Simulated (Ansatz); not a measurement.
# TiO2: the cost of one run

Program: Ansatz 0.2.0. Level of theory: DFT LDA, scalar-relativistic. These are calculated values, not measurements.

## (1) Starting point

The structure is tetragonal, space group P4_2/mnm (No. 136). The conventional cell has a = 4.594 Å, b = 4.594 Å, c = 2.959 Å, α = 90.00°, β = 90.00°, γ = 90.00°. Ti (site symmetry mmm) has 6 O at 1.94 to 1.99 Å as nearest neighbours. O (site symmetry m2m) is surrounded by 3 Ti at 1.94 to 1.99 Å.

Structure file:

```cif
data_structure
_symmetry_space_group_name_H-M 'P4_2/mnm'
_symmetry_Int_Tables_number 136
_cell_length_a 4.5940
_cell_length_b 4.5940
_cell_length_c 2.9590
_cell_angle_alpha 90.000
_cell_angle_beta 90.000
_cell_angle_gamma 90.000
_cell_volume 62.45
loop_
_atom_site_label
_atom_site_type_symbol
_atom_site_symmetry_multiplicity
_atom_site_Wyckoff_symbol
_atom_site_fract_x
_atom_site_fract_y
_atom_site_fract_z
_atom_site_occupancy
Ti1 Ti 2 a 0.00000 0.00000 0.00000 1
O1 O 4 f 0.30600 0.30600 0.00000 1
```

The file gives the conventional cell by its symmetry; the runs use the cell typed in the input.

Atoms are numbered in the order of the input: Ti1, Ti2, O3, O4, O5, O6.

## (2) The deformed structure

Space group P4_2/mnm before, C2/m after.

## (3) LAPW, all electrons

Input file input.yaml:

```yaml
crystal:
  lattice:
    - [4.594, 0.02297, 0.02297]
    - [0.02297, 4.594, 0.02297]
    - [0.014795, 0.014795, 2.959]
  atoms:
    - { symbol: Ti, position: [0.0, 0.0, 0.0] }
    - { symbol: Ti, position: [0.5, 0.5, 0.5] }
    - { symbol: O, position: [0.306, 0.306, 0.0] }
    - { symbol: O, position: [0.194, 0.806, 0.5] }
    - { symbol: O, position: [0.694, 0.694, 0.0] }
    - { symbol: O, position: [0.806, 0.194, 0.5] }
kpoints:
  mp_grid: { grid: [7, 7, 10] }
  band_path:
    path:
      - [0.0, 0.0, 0.0]
      - [0.4950862661, -0.4950862661, 0.0]
      - [-0.4950862661, -0.5049137339, 0.0]
      - [-0.5, -0.5, 0.0]
      - [0.0, 0.0, 0.0]
      - [-0.5, -0.5, -0.5]
      - [-0.4874574409, -0.5125425591, -0.5]
      - [0.4874574409, -0.4874574409, -0.5]
      - [0.0, 0.0, -0.5]
    npoints: 5
scf:
  occupations: { method: fermi_dirac, width: 0.05 }
hamiltonian:
  xc: lda
  pseudopotentials: { kind: all_electron, lapw: { basis_error: 0.0005 } }
output:
  forces: true
  stress: true
  eigenvalues: true
```

Run with:

```sh
ansatz run input.yaml --threads 2 --pin off --max-ram 8192MiB --backend cpu --events-out ev --progress --plain --runs-dir out
```

Q: Estimate wall time and peak memory on 2 threads of Arm Neoverse V2, shared host.

About 3 min, with a peak of 1.6 GiB.
